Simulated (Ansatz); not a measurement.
# Al2Pt: how well frozen cores do

Aim: solve Al2Pt at one geometry with all-electron LAPW, PAW with frozen cores and all-electron PAW on datasets made for the crystal, and see where they agree.

Method: DFT LDA, scalar-relativistic, in Ansatz 0.2.0.

### Step 1. Starting point

It takes space group Fm-3m (No. 225, cubic). The conventional cell has a = 5.910 Å, b = 5.910 Å, c = 5.910 Å, α = 90.00°, β = 90.00°, γ = 90.00°. Al (site symmetry -43m) has 4 Pt at 2.56 Å as nearest neighbours. Around Pt (site symmetry m-3m) lie 8 Al at 2.56 Å.

Coordinates:

```cif
data_structure
_symmetry_space_group_name_H-M 'Fm-3m'
_symmetry_Int_Tables_number 225
_cell_length_a 5.9100
_cell_length_b 5.9100
_cell_length_c 5.9100
_cell_angle_alpha 90.000
_cell_angle_beta 90.000
_cell_angle_gamma 90.000
_cell_volume 206.43
loop_
_atom_site_label
_atom_site_type_symbol
_atom_site_symmetry_multiplicity
_atom_site_Wyckoff_symbol
_atom_site_fract_x
_atom_site_fract_y
_atom_site_fract_z
_atom_site_occupancy
Al1 Al 8 c 0.25000 0.75000 0.75000 1
Pt1 Pt 4 a 0.00000 0.00000 0.00000 1
```

The file gives the conventional cell by its symmetry; the runs use the cell typed in the input.

The cell is a deposited one (Crystallography Open Database entry 9009032); the temperature and pressure of the measurement aren't taken into account, and nothing was relaxed.

Atoms are numbered in the order of the input: Al1, Al2, Pt3.

### Step 2. All-electron LAPW

Input file input.yaml:

```yaml
crystal:
  lattice:
    - [0.0, 2.955, 2.955]
    - [2.955, 0.0, 2.955]
    - [2.955, 2.955, 0.0]
  atoms:
    - { symbol: Al, position: [0.25, 0.25, 0.25] }
    - { symbol: Al, position: [0.75, 0.75, 0.75] }
    - { symbol: Pt, position: [0.0, 0.0, 0.0] }
kpoints:
  mp_grid: { grid: [12, 12, 12] }
  band_path:
    path:
      - [0.0, 0.0, 0.0]
      - [0.5, 0.0, 0.5]
      - [0.625, 0.25, 0.625]
      - [0.375, 0.375, 0.75]
      - [0.0, 0.0, 0.0]
      - [0.5, 0.5, 0.5]
      - [0.5, 0.25, 0.75]
      - [0.5, 0.0, 0.5]
    npoints: 14
scf:
  occupations: { method: fermi_dirac, width: 0.08 }
hamiltonian:
  xc: lda
  pseudopotentials: { kind: all_electron, lapw: { basis_error: 0.001 } }
output:
  forces: true
  stress: true
  eigenvalues: true
  populations: true
  dos: { projected: true, de: 0.2, e_range: [-14, 8] }
```

Started as:

```bash
ansatz run input.yaml --threads 1 --pin off --max-ram 4096MiB --backend cpu --events-out ev --progress --plain --runs-dir out
```

Log:

```text
Al: projections on atomic orbitals take those of the free atom 1s2 2s2 2p6 3s2 3p1, of charge +0.00 (hamiltonian.pseudopotentials.projection_atoms)
Pt: projections on atomic orbitals take those of the free atom 1s2 2s2 2p6 3s2 3p6 3d10 4s2 4p6 4d10 4f14 5s2 5p6 5d9 6s1, of charge +0.00 (hamiltonian.pseudopotentials.projection_atoms)
LAPW: plane waves up to 8.213 Å⁻¹, error target 1.0e-3 eV per atom; small_component_spin mean_spin; Al in spheres of 1.143 Å, 11 of its electrons in bands, Dirac shells []; Pt in spheres of 1.416 Å, 42 of its electrons in bands, Dirac shells []
Engine: ansatz 0.2.0
Pseudopotentials: kind: all_electron
Pseudopotential: Al, LAPW, valence charge 11, Koelling and Harmon's equation, gaussian nucleus
Pseudopotential: Pt, LAPW, valence charge 42, Koelling and Harmon's equation, gaussian nucleus
Functional definition: SPW92
  exchange = slater_x
  correlation = pw_c
Crystal: 3 atoms, lattice volume = 51.606 Å³
Basis set: ecut = 257.0013270917502 eV, 531 PW (Γ), exchange–correlation at level 2
Bands: 39, of which v1, the nominal top of the filled ones, is band 32 counted from 1 (31 counted from 0)
Symmetry: 48 space group operations
Space group: Fm-3m (ITA 225), of the structure as read, at distance tolerance 3.7e-5 Å
k-points: 72 of 1728
Non-local potential: Al, projectors of the file, none
Non-local potential: Pt, projectors of the file, none
Initial density: superposition of atomic densities (chi_scale 0.1, normalization cell, long waves kept (reshape's long-wave potential 0.00 eV rms))
Initial wavefunctions: plane waves of lowest kinetic energy (no species holds an atomic orbital)
Functional: x = slater, c = lda
iter 1 solved again at ethr=3.18e-4 eV; its pass at ethr=1.00e-1 eV (dr2=2.04e-1 eV) is discarded
SCF iter   1: F=—  HF=-513848.706447 eV  |F-HF|=—  |Δ(HF+E_count)|=         —  Δρ=2.66e-2  dr2=2.04e-1  ethr=3.18e-4  ⟨swp⟩=2.8  Hψ=18128  notcnv=0
preconditioner: auto → LDOS  [metal: Δε(μ)=0.045 eV  Ē_g=9.887 eV  σ=0.080 eV  W_gap=0.14  n_scr=14 (ndim 8)  ℏωp=20.7 eV  f_vac=0.028  D(μ)=1.31/eV (n_scr^D=14)  β→1.0]
SCF iter   2: F=—  HF=-513848.728504 eV  |F-HF|=—  |Δ(HF+E_count)|=   2.21e-2  Δρ=1.21e-2  dr2=1.43e-1  ethr=3.18e-4  ⟨swp⟩=3.0  Hψ=8751  notcnv=0
iter 3 solved again at ethr=1.18e-5 eV; its pass at ethr=2.23e-4 eV (dr2=7.55e-3 eV) is discarded
SCF iter   3: F=—  HF=-513848.151896 eV  |F-HF|=—  |Δ(HF+E_count)|=   5.77e-1  Δρ=4.61e-3  dr2=7.54e-3  ethr=1.18e-5  ⟨swp⟩=2.0  Hψ=14090  notcnv=0
SCF iter   4: F=—  HF=-513848.138914 eV  |F-HF|=—  |Δ(HF+E_count)|=         —  Δρ=1.53e-3  dr2=8.47e-4  ethr=1.18e-5  ⟨swp⟩=2.0  Hψ=7845  notcnv=0
the basis was enlarged: its passes take 55.0 KiB over the memory plan, 1 of 1 planned eigensolver slots
SCF iter   5: F=—  HF=-513848.137393 eV  |F-HF|=—  |Δ(HF+E_count)|=   1.52e-3  Δρ=3.79e-4  dr2=3.79e-5  ethr=1.32e-6  ⟨swp⟩=2.0  Hψ=7845  notcnv=0
SCF iter   6: F=—  HF=-513848.137407 eV  |F-HF|=—  |Δ(HF+E_count)|=   1.43e-5  Δρ=6.33e-5  dr2=1.02e-6  ethr=5.92e-8  ⟨swp⟩=2.0  Hψ=7845  notcnv=0
SCF iter   7: F=-513848.137407 eV  HF=-513848.137407 eV  |F-HF|=1.34e-9  |Δ(HF+E_count)|=   5.54e-7  Δρ=7.23e-6  dr2=1.24e-8  ethr=1.59e-9  ⟨swp⟩=2.0  Hψ=7845  notcnv=0
SCF 1 converged in 7 iterations: F = -513848.137407 eV  dr2 = 1.24e-8
NSCF: frozen V_eff on 99 k-points
SCF converged after 7 iterations
Free energy (F): -513848.137407 eV
Harris-Foulkes:  -513848.137407 eV  (|F-HF|=1.34e-9)
Internal energy: -513848.111805 eV  (E = F + TS)
E sigma→0 (E₀):  -513848.124606 eV
Entropy (-TS):   -0.025603 eV (-8.534 meV/atom)
Fermi energy:    13.960631 eV
--- Per-component energies (eV) ---
  E_band       = -4854.266358
  E_kinetic    = 581597.753492
  E_xc         = -10377.935461
  E_electrostatic = -1085067.929836  (all electrons and nuclei)
  E_smearing   = -0.025603  (= −TS)
  E_closure    = 0.000000  (closes the sum)
  E_atoms      = -513829.505788  (free atoms, spherical and without spin; not in F)
  Σ components = -513848.137407   (vs F -513848.137407, Δ=0.00e0)
  Basis errors (estimates in eV, not in F): energy 3.8e-4 per atom: plane waves 3.5e-4 (2.0e-4 summed), levels above the bands 1.5e-36, relativity 5.5e-9, radial functions 3.2e-5, core shells 5.3e-8; eigenvalues (radial functions only) 1.6e-6; not estimated: angular momenta, meshes, grids; target (lapw.basis_error) 1.0e-3; muffin-tin radii Al 1.143 Å, Pt 1.416 Å
--- Forces (eV/Å), atoms counted from 1 ---
  atom   1  Al     0.00000000    -0.00000000    -0.00000000
  atom   2  Al    -0.00000000    -0.00000000     0.00000000
  atom   3  Pt     0.00000000    -0.00000000     0.00000000
  max |Σ_I F_I| component: 1.45e-18 eV/Å
--- Stress (GPa, compression-positive) ---
       -3.916867       0.000000      -0.000000
        0.000000      -3.916867       0.000000
       -0.000000       0.000000      -3.916867
  P = ⅓ Tr σ = -3.9169 GPa (-39.169 kbar)
--- Band table (eV; the first three rows and the last of 72) ---
  k-point 0: bands = ["-289.3851", "-289.3851", "-289.3851", "-289.3594", "-289.3594", "-88.3444", "-88.3425", "-85.0225", "-53.6122", "-53.5926", "-53.5926", "-53.5926", "-53.5777", "-53.5777", "-53.5777", "-50.5494", "-50.5494", "-50.5494", "-50.5429", "-50.5429", "-50.5429", "-39.1629", "-39.1629", "-39.1629", "3.7145", "8.8769", "8.8769", "8.8769", "10.2384", "10.2384", "16.7549", "17.7650", "17.7650", "17.7650", "19.3497", "19.3497", "19.3497", "20.2301", "20.2301"]
  k-point 1: bands = ["-289.3851", "-289.3851", "-289.3851", "-289.3594", "-289.3594", "-88.3444", "-88.3426", "-85.0225", "-53.6122", "-53.5926", "-53.5926", "-53.5926", "-53.5777", "-53.5777", "-53.5777", "-50.5493", "-50.5493", "-50.5493", "-50.5430", "-50.5430", "-50.5430", "-39.1631", "-39.1629", "-39.1629", "3.8103", "8.8187", "8.9092", "8.9092", "10.2268", "10.2268", "16.3916", "17.0324", "17.4826", "17.4826", "19.6668", "19.6668", "19.9526", "20.0524", "20.0524"]
  k-point 2: bands = ["-289.3851", "-289.3851", "-289.3851", "-289.3594", "-289.3594", "-88.3443", "-88.3427", "-85.0226", "-53.6122", "-53.5926", "-53.5926", "-53.5926", "-53.5777", "-53.5777", "-53.5777", "-50.5491", "-50.5490", "-50.5490", "-50.5434", "-50.5434", "-50.5433", "-39.1636", "-39.1630", "-39.1630", "4.0931", "8.6637", "8.9938", "8.9938", "10.2076", "10.2076", "14.7002", "16.8902", "16.8902", "17.2703", "19.6286", "19.7046", "19.7046", "20.3796", "20.3796"]
  k-point 71: bands = ["-289.3851", "-289.3851", "-289.3851", "-289.3594", "-289.3594", "-88.3434", "-88.3434", "-85.0226", "-53.6122", "-53.5926", "-53.5926", "-53.5926", "-53.5777", "-53.5777", "-53.5777", "-50.5507", "-50.5504", "-50.5463", "-50.5463", "-50.5419", "-50.5418", "-39.1647", "-39.1647", "-39.1636", "7.9158", "7.9158", "8.5287", "8.8589", "10.1373", "10.6690", "11.1530", "11.1530", "13.0585", "19.1208", "19.1208", "20.1081", "20.2191", "23.8035", "25.8923"]
--- Löwdin populations: 3 sites ---
  site symbol       q [e]
     0     Al     13.0379
     1     Al     13.0379
     2     Pt     77.7617
  spilling = 0.001562 (of n_electrons = 104.000000)
```

Wall time 58 s (1 thread of Arm Neoverse V1, shared host); peak memory 0.51 GiB.

Read from it: pressure -3.92 GPa; no gap.

At the corners of the path (eV, zero at the Fermi level):

| point | band 30 | band 31 | band 32 | band 33 | band 34 | band 35 | band 36 |
| --- | --- | --- | --- | --- | --- | --- | --- |
| Γ | -3.72 | 2.79 | 3.80 | 3.80 | 3.80 | 5.39 | 5.39 |
| X | -3.46 | -3.23 | -1.61 | -1.61 | 3.08 | 3.35 | 8.10 |
| U | -3.66 | -3.09 | -2.03 | -0.62 | 3.25 | 5.38 | 6.75 |
| K | -3.66 | -3.09 | -2.03 | -0.62 | 3.25 | 5.38 | 6.75 |
| Γ | -3.72 | 2.79 | 3.80 | 3.80 | 3.80 | 5.39 | 5.39 |
| L | -3.51 | -3.51 | 1.00 | 1.00 | 3.69 | 5.14 | 5.14 |
| W | -3.29 | -2.81 | -2.81 | -0.90 | 5.16 | 5.16 | 6.15 |
| X | -3.46 | -3.23 | -1.61 | -1.61 | 3.08 | 3.35 | 8.10 |

States per cell in windows of 1 eV (zero at the Fermi level; grid of 0.20 eV, so sharp peaks spill over the borders):

| from | to | total | Pt 5d | Al 3p | Al 3s |
| --- | --- | --- | --- | --- | --- |
| -10 | -9 | 0.26 | 0.00 | 0.06 | 0.11 |
| -9 | -8 | 0.50 | 0.02 | 0.17 | 0.18 |
| -8 | -7 | 0.77 | 0.08 | 0.27 | 0.25 |
| -7 | -6 | 0.49 | 0.12 | 0.15 | 0.16 |
| -6 | -5 | 2.37 | 1.17 | 0.49 | 0.67 |
| -5 | -4 | 3.82 | 2.86 | 0.79 | 0.07 |
| -4 | -3 | 4.40 | 3.76 | 0.38 | 0.10 |
| -3 | -2 | 1.01 | 0.48 | 0.30 | 0.14 |
| -2 | -1 | 0.99 | 0.27 | 0.50 | 0.14 |
| -1 | 0 | 1.27 | 0.27 | 0.80 | 0.12 |
| 0 | 1 | 1.13 | 0.15 | 0.80 | 0.08 |
| 1 | 2 | 0.62 | 0.06 | 0.42 | 0.05 |
| 2 | 3 | 0.28 | 0.02 | 0.14 | 0.04 |
| 3 | 4 | 1.78 | 0.21 | 0.53 | 0.74 |
| 4 | 5 | 0.94 | 0.07 | 0.36 | 0.21 |

### Step 3. PAW with frozen cores

Edit input.yaml of step 2 so:

```diff
@@ -26,3 +26,3 @@
   xc: lda
-  pseudopotentials: { kind: all_electron, lapw: { basis_error: 0.001 } }
+  pseudopotentials: { kind: paw }
 output:
@@ -31,3 +31,9 @@
   eigenvalues: true
+  efg: { contact_densities: true }
   populations: true
+  bader: true
   dos: { projected: true, de: 0.2, e_range: [-14, 8] }
+  write_density: true
+  write_potential: true
+  elf: true
+  volumetric_format: npy
```

Started as:

```bash
ansatz run input.yaml --threads 1 --pin off --max-ram 4096MiB --backend cpu --events-out ev --progress --plain --runs-dir out
```

Log:

```text
Pt: output.efg is read without spin–orbit coupling, which moves field gradients at and beside such atoms by some per cent and up to a factor of two; PAW files take it under magnetization.noncollinear and magnetization.spin_orbit
[... 1 set-up line as earlier in the session ...]
Pseudopotentials: kind: paw
Pseudopotential: Al, paw, valence charge 3, recommended cutoff 420 eV (normal)
Pseudopotential: Pt, paw, valence charge 18, recommended cutoff 420 eV (normal)
[... 3 set-up lines as earlier in the session ...]
Crystal: 3 atoms, lattice volume = 51.606 Å³
Basis set: ecut = 420 eV, 965 PW (Γ)
Bands: 16, of which v1, the nominal top of the filled ones, is band 12 counted from 1 (11 counted from 0)
[... 2 set-up lines as earlier in the session ...]
k-points: 72 of 1728
Non-local potential: Al, projectors of the file, l = 0: 2, l = 1: 2, l = 2: 1
Non-local potential: Pt, projectors of the file, l = 0: 3, l = 1: 2, l = 2: 2, l = 3: 1
PAW form: soft (Blöchl's): semilocal exchange-correlation on the pseudo side does not see the compensation charge
PAW frozen core: Al, regenerated for the run's functional, and the local potential with it (the file was generated under x = pbe(κ = 0.804, μ = 0.2195149727645171), c = pbe(β = 0.06672455060314922))
PAW frozen core: Pt, regenerated for the run's functional, and the local potential with it (the file was generated under x = pbe(κ = 0.804, μ = 0.2195149727645171), c = pbe(β = 0.06672455060314922))
PAW one-centre angular grid: Al, 110 points (default); XC on 64 Gauss nodes
PAW one-centre angular grid: Pt, 590 points (default); XC on 64 Gauss nodes
Initial density: superposition of atomic densities (neutral atoms: chi_scale 0, normalization atom), corrected by the library's trained network
Initial wavefunctions: pseudopotential atomic-orbital guess
[... 1 set-up line as earlier in the session ...]
SCF iter   1: F=—  HF=-13273.464766 eV  |F-HF|=—  |Δ(HF+E_count)|=         —  Δρ=3.08e-3  dr2=3.21e-3  ethr=1.77e-3  ⟨swp⟩=5.2  Hψ=6006  notcnv=0
preconditioner: auto → Kerker (q_TF=auto, 2.401 Å⁻¹)  [metal: Δε(μ)=0.053 eV  Ē_g=8.290 eV  σ=0.080 eV  W_gap=0.16  n_scr=14 (ndim 8)  ℏωp=20.7 eV  f_vac=0.001  D(μ)=1.21/eV (n_scr^D=8)]
SCF iter   2: F=—  HF=-13273.464484 eV  |F-HF|=—  |Δ(HF+E_count)|=   2.82e-4  Δρ=1.84e-3  dr2=1.40e-3  ethr=1.34e-5  ⟨swp⟩=1.8  Hψ=1885  notcnv=0
SCF iter   3: F=—  HF=-13273.464023 eV  |F-HF|=—  |Δ(HF+E_count)|=   4.60e-4  Δρ=3.24e-4  dr2=7.31e-5  ethr=5.83e-6  ⟨swp⟩=2.4  Hψ=1794  notcnv=0
SCF iter   4: F=—  HF=-13273.463990 eV  |F-HF|=—  |Δ(HF+E_count)|=   3.27e-5  Δρ=7.61e-5  dr2=3.86e-6  ethr=3.05e-7  ⟨swp⟩=2.4  Hψ=1579  notcnv=0
SCF iter   5: F=—  HF=-13273.463990 eV  |F-HF|=—  |Δ(HF+E_count)|=   1.72e-7  Δρ=3.76e-5  dr2=1.23e-6  ethr=1.61e-8  ⟨swp⟩=2.5  Hψ=1698  notcnv=0
SCF iter   6: F=—  HF=-13273.463990 eV  |F-HF|=—  |Δ(HF+E_count)|=   1.39e-8  Δρ=2.15e-5  dr2=2.80e-7  ethr=5.11e-9  ⟨swp⟩=2.2  Hψ=1681  notcnv=0
SCF iter   7: F=-13273.463990 eV  HF=-13273.463990 eV  |F-HF|=8.55e-11  |Δ(HF+E_count)|=   7.78e-9  Δρ=4.10e-6  dr2=9.21e-9  ethr=4.17e-10  ⟨swp⟩=8.3  Hψ=6719  notcnv=0
SCF 1 converged in 7 iterations: F = -13273.463990 eV  dr2 = 9.21e-9
NSCF: frozen V_eff on 99 k-points
SCF converged after 7 iterations
Free energy (F): -13273.463990 eV
Harris-Foulkes:  -13273.463990 eV  (|F-HF|=8.55e-11)
Internal energy: -13273.438339 eV  (E = F + TS)
E sigma→0 (E₀):  -13273.451165 eV
Entropy (-TS):   -0.025651 eV (-8.550 meV/atom)
Fermi energy:    11.148756 eV
--- Per-component energies (eV) ---
  E_band       = -317.983917
  E_kinetic    = 687.856322
  E_local      = -2710.696477  (includes V_loc(G=0)·N_el)
  E_nonlocal   = 225.974658
  E_hartree    = 1073.527433
  E_xc         = -341.193018
  E_vxc        = -364.126570  (∫ρ·V_xc dr)
  E_paw        = -10064.330023  (= ΣΔE_a)
  E_vpaw       = -304.047899  (= ΣTr[D̂ρ^β])
  E_aug_tail   = 0.000161  (compensation charges beyond the density's cutoff)
  E_ewald      = -2145.152698
  E_core_change = 0.575303  (= ΣΔE_core)
  E_smearing   = -0.025651  (= −TS)
  E_closure    = 0.000000  (closes the sum)
  Σ components = -13273.463990   (vs F -13273.463990, Δ=0.00e0)
--- Forces (eV/Å), atoms counted from 1 ---
  atom   1  Al    -0.00000000    -0.00000000     0.00000000
  atom   2  Al    -0.00000000    -0.00000000    -0.00000000
  atom   3  Pt    -0.00000000     0.00000000    -0.00000000
  max |Σ_I F_I| component: 1.85e-17 eV/Å
--- Stress (GPa, compression-positive) ---
       -3.931382      -0.000000      -0.000000
       -0.000000      -3.931382       0.000000
       -0.000000      -0.000000      -3.931382
  P = ⅓ Tr σ = -3.9314 GPa (-39.314 kbar)
--- PAW observables at the nuclei: V_zz in 10²¹ V/m², potentials from the cell's mean, atoms counted from 1 ---
  atom   1  Al V_zz =    +0.000000   η = 0.0000   by run symmetry: forbidden
            electrostatic potential = -1234.296560 V   contact ρ = 9984.971991 e/Å³
  atom   2  Al V_zz =    +0.000000   η = 0.0000   by run symmetry: forbidden
            electrostatic potential = -1234.296560 V   contact ρ = 9984.971991 e/Å³
  atom   3  Pt V_zz =    -0.000000   η = 0.0000   by run symmetry: forbidden
            electrostatic potential = -16114.376033 V   contact ρ = 12038837.736319 e/Å³
--- Band table (eV; the first three rows and the last of 72) ---
  k-point 0: bands = ["-87.8576", "-41.9934", "-41.9934", "-41.9934", "0.9068", "6.0651", "6.0651", "6.0651", "7.4246", "7.4246", "13.9534", "14.9375", "14.9375", "14.9375", "16.5381", "16.5381"]
  k-point 1: bands = ["-87.8576", "-41.9936", "-41.9935", "-41.9935", "1.0025", "6.0069", "6.0973", "6.0973", "7.4130", "7.4130", "13.5774", "14.2241", "14.6589", "14.6589", "16.8511", "16.8511"]
  k-point 2: bands = ["-87.8576", "-41.9941", "-41.9935", "-41.9935", "1.2851", "5.8523", "6.1817", "6.1817", "7.3939", "7.3939", "11.8850", "14.0712", "14.0712", "14.4653", "16.8206", "16.8909"]
  k-point 71: bands = ["-87.8576", "-41.9952", "-41.9952", "-41.9944", "5.1054", "5.1054", "5.7196", "6.0482", "7.3231", "7.8558", "8.3409", "8.3409", "10.2473", "16.3036", "16.3036", "17.2799"]
--- Löwdin populations: 3 sites ---
  site symbol       q [e]
     0     Al      3.0083
     1     Al      3.0083
     2     Pt     17.8192
  spilling = 0.006842 (of n_electrons = 24.000000)
--- Bader charges: 3 sites ---
  site symbol  charge [e]  shift [e]
     0     Al      1.7832     0.0013
     1     Al      1.7832     0.0013
     2     Pt     -3.5663     0.0026
  estimated error of the sums over rays = 3.1e-4 e
```

It took 32 s on 1 thread of Arm Neoverse V1, shared host; peak memory 0.39 GiB.

Read from it: pressure -3.93 GPa; no gap.

| atom | Bader charge (e) | basin volume (Å³) |
| --- | --- | --- |
| Al1 | +1.78 | 7.91 |
| Pt3 | -3.57 | 35.78 |

The fields are shown in the conventional cell of this run's space group, carried over from its grid by interpolation.

Density in a lattice plane of the grid's cell (edges 5.91 and 5.91 Å, at 0.250 of the third edge), which holds Al.

Ten even steps from ' ' (0.06 e/Å³) to '@' (0.22 e/Å³):
```
%%%%%%%%%%@@@@@@%%%%%%%%%%%%%%%%%%@@@@@@%%%%%%%%
%%%%@@@@@@@@@@@@@@@@@@%%%%%%@@@@@@@@@@@@@@@@@@%%
%%%%@@@@%%++==++%%@@@@%%%%%%@@@@%%++==++%%@@@@%%
%%%%@@%%==..  ..==%%@@%%%%%%@@%%==..  ..==%%@@%%
%%%%@@##::      ::##@@%%%%%%@@##::      ::##@@%%
%%%%@@%%==..  ..==%%@@%%%%%%@@%%==..  ..==%%@@%%
%%%%@@@@%%++==++%%@@@@%%%%%%@@@@%%++==++%%@@@@%%
%%%%@@@@@@@@@@@@@@@@@@%%%%%%@@@@@@@@@@@@@@@@@@%%
%%%%%%%%%%@@@@@@%%%%%%%%%%%%%%%%%%@@@@@@%%%%%%%%
%%%%%%%%%%%%%%%%%%%%%%%%%%%%%%%%%%%%%%%%%%%%%%%%
%%%%%%%%%%@@@@@@%%%%%%%%%%%%%%%%%%@@@@@@%%%%%%%%
%%%%@@@@@@@@@@@@@@@@@@%%%%%%@@@@@@@@@@@@@@@@@@%%
%%%%@@@@%%++==++%%@@@@%%%%%%@@@@%%++==++%%@@@@%%
%%%%@@%%==..  ..==%%@@%%%%%%@@%%==..  ..==%%@@%%
%%%%@@##::      ::##@@%%%%%%@@##::      ::##@@%%
%%%%@@%%==..  ..==%%@@%%%%%%@@%%==..  ..==%%@@%%
%%%%@@@@%%++==++%%@@@@%%%%%%@@@@%%++==++%%@@@@%%
%%%%@@@@@@@@@@@@@@@@@@%%%%%%@@@@@@@@@@@@@@@@@@%%
%%%%%%%%%%@@@@@@%%%%%%%%%%%%%%%%%%@@@@@@%%%%%%%%
%%%%%%%%%%%%%%%%%%%%%%%%%%%%%%%%%%%%%%%%%%%%%%%%
```
Columns run along the first of these edges and rows up along the second, over one cell in 24 and 20 even steps from the bottom left corner. Atoms in the plane (fractional): Al at (0.25, 0.25), Al at (0.75, 0.75), Al at (0.25, 0.75), Al at (0.75, 0.25).

ELF in the same plane.

Values, 12 rows by 12 columns:
```
0.38 0.45 0.54 0.51 0.54 0.45 0.38 0.45 0.54 0.51 0.54 0.45
0.47 0.54 0.27 0.03 0.28 0.54 0.47 0.54 0.27 0.03 0.27 0.54
0.51 0.51 0.03 0.17 0.03 0.51 0.51 0.51 0.03 0.17 0.03 0.51
0.47 0.54 0.27 0.03 0.27 0.54 0.47 0.54 0.28 0.03 0.27 0.54
0.38 0.45 0.54 0.51 0.54 0.45 0.38 0.45 0.54 0.51 0.54 0.45
0.33 0.38 0.47 0.51 0.47 0.38 0.33 0.38 0.47 0.51 0.47 0.38
0.38 0.45 0.54 0.51 0.54 0.45 0.38 0.45 0.54 0.51 0.54 0.45
0.47 0.54 0.27 0.03 0.27 0.54 0.47 0.54 0.27 0.03 0.28 0.54
0.51 0.51 0.03 0.17 0.03 0.51 0.51 0.51 0.03 0.17 0.03 0.51
0.47 0.54 0.28 0.03 0.27 0.54 0.47 0.54 0.27 0.03 0.27 0.54
0.38 0.45 0.54 0.51 0.54 0.45 0.38 0.45 0.54 0.51 0.54 0.45
0.33 0.38 0.47 0.51 0.47 0.38 0.33 0.38 0.47 0.51 0.47 0.38
```
Columns run along the first of these edges and rows up along the second, over one cell in 12 and 12 even steps from the bottom left corner. Atoms in the plane (fractional): Al at (0.25, 0.25), Al at (0.75, 0.75), Al at (0.25, 0.75), Al at (0.75, 0.25).

Both are smooth fields of the valence electrons: close to the nuclei they are not physical.

Outside the cores ELF peaks at 0.69 on the Al–Pt line, 1.0 Å from Al.

[end of part 1 of 2]
